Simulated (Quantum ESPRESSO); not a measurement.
P under changes of volume

One of the cells (20.458 Å³/atom); the others are scaled copies at fixed shape and fractional positions:

```
CELL_PARAMETERS angstrom
1.64774 -5.46504 0.00000
1.64774 5.46504 0.00000
0.00000 0.00000 4.54364
ATOMIC_POSITIONS crystal
P 0.90414 0.09586 0.58882
P 0.09586 0.90414 0.41118
P 0.59586 0.40414 0.08882
P 0.40414 0.59586 0.91118
```

- Program: Quantum ESPRESSO 7.5
- Functional: PBE
- Potentials or basis: GBRV 1.5 PBE
- Cutoff: 612 eV
- Density cutoff: 4898 eV
- k mesh: 8 × 8 × 6
- Occupations: fermi-dirac, width 0.05 eV
- Spin: no spin polarisation

| volume (Å³/atom) | energy over the lowest point (meV/atom) | pressure (GPa) | gap on the mesh (eV) | largest force (eV/Å) |
| --- | --- | --- | --- | --- |
| 19.230 | 38.22 | 7.5 | 0.02 | 0.908 |
| 19.639 | ? | ? | ? | ? |
| 20.049 | 10.25 | 3.6 | 0.07 | 0.509 |
| 20.458 | 3.14 | 2.0 | 0.10 | 0.335 |
| 20.867 | 0.00 | 0.5 | 0.14 | 0.186 |
| 21.276 | 0.44 | -0.8 | 0.18 | 0.115 |
| 21.685 | 4.12 | -2.0 | 0.22 | 0.193 |

Task: What does the run at 19.639 Å³/atom give?

Result: Energy over the lowest point 21.78 meV/atom; pressure 5.4 GPa; gap on the mesh 0.04 eV; largest force 0.700 eV/Å.

Worked out: A Birch-Murnaghan fit of order 3 (a polynomial in V^(-2/3)) to the other rows has its minimum at 21.02 Å³/atom with B0 = V·E''(V) = 69 GPa and B' = 4.3 at fixed shape and positions, which overstates the stiffness. It gives 21.80 meV/atom at 19.639 Å³/atom, against the run's 21.78, and -dE/dV = 5.4 GPa, against 5.4.

Energies are extrapolated to zero smearing.

A mesh can miss the band edges.
